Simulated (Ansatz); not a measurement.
Calculated quadrupolar parameters for V2O3

The cell is an entry of the Crystallography Open Database (COD) whose atoms were relaxed with PBE, the cell held.

Space group R-3c:H (No. 167); a = 4.9418, c = 13.9903 Å, γ = 120.00°.

```
site  Wyckoff  site symmetry       x       y       z
   V      12c             3.  0.0000  0.0000  0.8414
   O      18e             .2  0.3436  0.0102  0.0833
```

One atom of each set is listed; the run and its k-mesh use a cell of 10 atoms with edges of 5.47, 5.47, 5.47 Å.

Computed with Ansatz: DFT, PBE, plane waves and PAW, scalar-relativistic, collinear spin, 420 eV cutoff, Γ-centred 9×9×9 k-points, Fermi–Dirac smearing 0.05 eV. Start moments as typed (μB): 2 on each V, none on the rest.

V_zz is the principal component of the electric field gradient with the largest magnitude, η = (V_xx − V_yy)/V_zz and C_Q = eQV_zz/h.

⁵¹V: I = 7/2, Q = -52.00 mb; 17O: I = 5/2, Q = -25.58 mb. Q values from Pyykkö, Mol. Phys. 116, 1328 (2018).

```tsv
site	atoms	first shell	V_xx, V_yy, V_zz (10²¹ V/m²)	η	C_Q (MHz)
V	4	6 O at 1.98–2.05 Å	0.64, 0.64, -1.28	0.00	1.62
O	6	4 V at 1.98–2.05 Å	1.91, 2.00, -3.91	0.02	2.42
```

An axis of threefold or higher order runs through V, so V_zz lies along it and η is zero.

With no gap above 0.1 eV, as in a metal, the gradients converge slowly in k; expect changes of a tenth or more on a denser mesh. Semilocal functionals can leave a metal where correlation in the d or f shell opens a gap in the real compound, and that would change the values at and beside V. Measured V2O3 orders antiferromagnetically, but in this run all moments are parallel, as the start or the cell imposes: fields and spin densities carried over to other atoms belong to this order alone, and gaps, moments and gradients can differ too.

The relaxation (7 steps) took 30 s of wall time (1.8 min of CPU time) and 1.2 GiB at its peak, on 4 threads of AMD EPYC 9R45 (Zen 5) (x86_64; 16 cores open to the job, memory cap 8.0 GiB, no GPU), a shared host with a load of 0.4 a core.
